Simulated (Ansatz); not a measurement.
Planning a run of Ansatz 0.2.0 on Te2Mo (2H monolayer). The input:

```yaml
crystal:
  lattice:
    - [3.5550178363, 0.0, 0.0]
    - [-1.7775089182, 3.0787357571, 0.0]
    - [0.0, 0.0, 30.4]
  atoms:
    - { symbol: Mo, position: [0.3333333333, 0.6666666667, 0.5] }
    - { symbol: Te, position: [0.6666666667, 0.3333333333, 0.5594686411] }
    - { symbol: Te, position: [0.6666666667, 0.3333333333, 0.4405313589] }
  periodic: [true, true, false]
kpoints:
  mp_grid: { grid: [6, 6, 1] }
  band_path:
    path: [[0.0, 0.0, 0.0], [0.5, 0.0, 0.0], [0.3333333333, 0.3333333333, 0.0]]
    npoints: 1
hamiltonian:
  xc: hse06
scf:
  occupations: { method: fixed }
  n_extra_bands: 5
  convergence: { dr2_threshold: 1.0e-10 }
output:
  eigenvalues: true
```

```sh
ansatz run input.yaml --threads 3 --pin off --max-ram 92160MiB --backend cuda --events-out ev --progress --plain --runs-dir out --devices 1 --max-vram 13GiB
```

Question: Estimate wall time and host memory on 1 × NVIDIA H100 80GB HBM3 (shared by 6 runs) with 3 threads of AMD EPYC 7R13 (Zen 3), shared host.

It took 26 s; on shared hardware allow 13 s to 51 s. Peak host memory was 1.6 GiB. The sizes that set the cost: 6407 plane waves a state, 7 irreducible k points and 20 SCF cycles.

Exact exchange couples every pair of k points and filled bands, so it costs far more than a semilocal run.

[Paths, hosts, dates, memory and timing lines, banners, echoed tables and standing remarks are left out of the program output.]

[Logs are printed without paths, hosts, clocks, repeated set-up lines and the standing remarks that a program may print on its own settings, such as how far it seeks lower states.]

[Runs of the session that timed out or met a known fault of the program may be left out.]

[Cells called generated may have been cut or substituted from an entry of the Crystallography Open Database or the Materials Project.]

[Hosts, paths, dates, database ids (printed as entryN), source tags and the programs' standing remarks are cut or masked in the printed files.]
